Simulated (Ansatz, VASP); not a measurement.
## Two plane-wave programs on Ga2H3

```
CELL_PARAMETERS angstrom
3.82378 0.00000 0.00000
0.00000 3.82378 0.00000
0.00000 0.00000 3.82378
ATOMIC_POSITIONS crystal
Ga 0.50000 0.50000 0.50000
Ga 0.00000 0.00000 0.00000
H 0.00000 0.50000 0.50000
H 0.50000 0.00000 0.50000
H 0.50000 0.50000 0.00000
```

Alike in both runs: functional PBE; k mesh 6 × 6 × 6; occupations gaussian, width 0.1 eV; no spin polarisation.

Ansatz relaxed the structure, and its values are those at the end. VASP's run is a single point on that final structure, the one shown.

|  | VASP | Ansatz |
| --- | --- | --- |
| version | VASP 6.6.1 | Ansatz 0.2.0 |
| potentials or method | VASP PAW PBE potentials, release 64 (Ga_d, H) | scalar-relativistic, plane waves, PAW |
| plane-wave cutoff (eV) | 520 | 420 |
| valence electrons in the cell | 29 | 29 |

|  | VASP | Ansatz | Ansatz less VASP |
| --- | --- | --- | --- |
| gap on the k mesh at the Fermi level (eV) | none | none | - |
| pressure (GPa) | -0.2 | -0.2 | +0.02 |

A gap of «none» marks a metal or a gap that the smearing closes.
